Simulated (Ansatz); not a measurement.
System: KBr (rock salt type), 2 atoms in the cell.

```yaml
crystal:
  lattice:
    - [0.00000, 3.35000, 3.35000]
    - [3.35000, 0.00000, 3.35000]
    - [3.35000, 3.35000, 0.00000]
  atoms:
    - { symbol: K, position: [0.00000, 0.00000, 0.00000] }
    - { symbol: Br, position: [0.50000, 0.50000, 0.50000] }
```
Lattice in Å, positions in fractions of it.

The calculation used PBE, all-electron LAPW, point nucleus (Ansatz).

k-mesh 6×6×6 Γ-centred; Fermi–Dirac smearing of 0.02 eV; no spin polarisation.

Problem. How large is the gap on this mesh, is it direct, and where do the band edges lie (fractions of the reciprocal vectors of this cell)?

Solution. 4.32 eV, direct at (0.000, 0.000, 0.000).

Problem. List the levels near the gap at (0.000, 0.000, 0.000), (0.000, 0.000, -0.500), (0.000, 0.167, -0.500), (0.000, 0.167, -0.333), (0.000, 0.333, -0.500), in eV from the top of the valence band (v1 is the highest filled band, c1 the lowest empty one).

Solution. 
| k | v4 | v3 | v2 | v1 | c1 | c2 | c3 |
| --- | --- | --- | --- | --- | --- | --- | --- |
| (0.000, 0.000, 0.000) | -11.35 | 0.00 | 0.00 | 0.00 | 4.32 | 7.59 | 7.59 |
| (0.000, 0.000, -0.500) | -11.12 | -1.09 | -0.30 | -0.30 | 6.49 | 8.06 | 9.61 |
| (0.000, 0.167, -0.500) | -11.18 | -0.95 | -0.38 | -0.29 | 6.69 | 7.68 | 9.08 |
| (0.000, 0.167, -0.333) | -11.17 | -0.91 | -0.35 | -0.29 | 6.63 | 7.62 | 8.91 |
| (0.000, 0.333, -0.500) | -11.31 | -0.75 | -0.40 | -0.28 | 6.31 | 7.26 | 8.76 |

Spin–orbit coupling is left out; with heavy elements it can shift the gap and split levels by tenths of an eV. Semilocal functionals give gaps that mostly lie well below measured ones.
